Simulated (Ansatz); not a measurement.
Runs of Ansatz 0.2.0 on AlN. The structure is cubic, space group F-43m (No. 216). The conventional cell has a = 4.368 Å, b = 4.368 Å, c = 4.368 Å, α = 90.00°, β = 90.00°, γ = 90.00°. Al (site symmetry -43m) has 4 N at 1.89 Å as nearest neighbours. N (site symmetry -43m) is surrounded by 4 Al at 1.89 Å. Measurements of this composition are mostly on another form, of space group No. 186.

| task | level | cell | cutoff (eV) | smearing | points for each segment of the path | gap on the mesh (eV) | pressure (GPa) | relaxed volume (Å³/atom) |
| --- | --- | --- | --- | --- | --- | --- | --- | --- |
| band structure | BLYP | as given | 420 | fermi-dirac 0.05 eV | 14 | 3.69 | (b) | - |
| band structure | r2SCAN | as given | 500 | fermi-dirac 0.05 eV | 14 | 3.94 | 0.3 | - |
| single point | PBE | as given | 420 | gaussian 0.014 eV | - | 3.33 | 4.9 | - |
| relaxation of cell and atoms | BLYP | relaxed | 420 | fermi-dirac 0.05 eV | - | 3.66 | 0.0 | 10.83 |
| single point | PBE | as given | 420 | gaussian 0.011 eV | - | 3.33 | 4.9 | - |
| relaxation of cell and atoms | revPBE+D3(BJ) | relaxed | 420 | fermi-dirac 0.05 eV | - | 3.36 | 0.0 | 10.37 |
| single point | PBE | as given | 420 | gaussian 0.015 eV | - | 3.33 | 4.9 | - |
| relaxation of cell and atoms | LDA | relaxed | 420 | fermi-dirac 0.05 eV | - | 3.25 | 0.0 | 10.23 |
| relaxation of cell and atoms | PBE | relaxed | 420 | fermi-dirac 0.05 eV | - | (c) | 0.0 | 10.67 |
| relaxation of cell and atoms | PBEsol+D3(BJ) | relaxed | 420 | fermi-dirac 0.05 eV | - | 3.20 | 0.0 | 10.31 |
| relaxation of cell and atoms | revPBE+D4 | relaxed | 420 | fermi-dirac 0.05 eV | - | 3.36 | 0.0 | (a) |
| band structure | LDA | as given | 420 | fermi-dirac 0.05 eV | 14 | 3.24 | -3.6 | - |

Alike in all rows: potentials or basis Ansatz PAW; no spin polarisation; k mesh 10 × 10 × 10.

Question: Fill in the values left out.

Answer: (a) 10.29; (b) 7.8; (c) 3.31.

Caveats: the PAW data sets come from PBE, with cores solved anew for the run's functional, which leaves a small shift of forces and pressure (some runs); the plane-wave basis is chosen anew once the cell has moved, so the energies of steps on either side of that aren't comparable (some runs).

A k mesh can miss the band edges.
